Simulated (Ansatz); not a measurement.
**TiAl: what symmetry allows forces and stress to be**

```
CELL_PARAMETERS angstrom
2.91394 -0.10509 -0.09932
-1.54798 2.47100 -0.09933
-0.16205 -0.28068 4.85286
ATOMIC_POSITIONS crystal
Ti 0.03020 0.96980 0.00000
Al 0.30313 0.69687 0.50000
```

Theory: Ansatz 0.2.0, DFT PBEsol, scalar-relativistic, plane waves, PAW.

Settings: cutoff 420 eV, Γ-centred mesh 16×16×8 on the computed 2-atom cell, Gaussian smearing of 0.10 eV; no spin polarisation.

This distorted cell has space group C2, with 2 operations.

Without a calculation: in which directions can each atom feel a force?

A force must be left unchanged by every operation that keeps its atom in place, so it lies in the space that those operations leave fixed. Atoms that the group maps onto each other feel forces of one size.
| atom | site symmetry | operations at the site | equivalent to atom | allowed force (Cartesian) |
| --- | --- | --- | --- | --- |
| Ti1 | 2 | 2 | 1 | along (0.87, -0.50, 0.00) |
| Al2 | 2 | 2 | 2 | along (0.87, -0.50, 0.00) |

That leaves 2 independent force components of 6, tied by 1 condition that the forces sum to zero, so 1 remains. A relaxation in this cell that keeps the symmetry moves the atoms in these directions alone.

And the stress tensor?

It must be invariant under the point group, which leaves 4 independent components. Linear relations between components hold in this frame.

Do the computed values obey this?

Yes. Forces (eV/Å):
```
Ti1 -0.249  0.144  0.000
Al2  0.249 -0.144  0.000
```

Stress (GPa, compression positive, xx yy zz yz xz xy): -3.63 -2.51 -8.80 1.88 1.08 0.97. The program imposes the same operations on density, forces and stress, so this confirms the analysis and is no independent test of the calculation.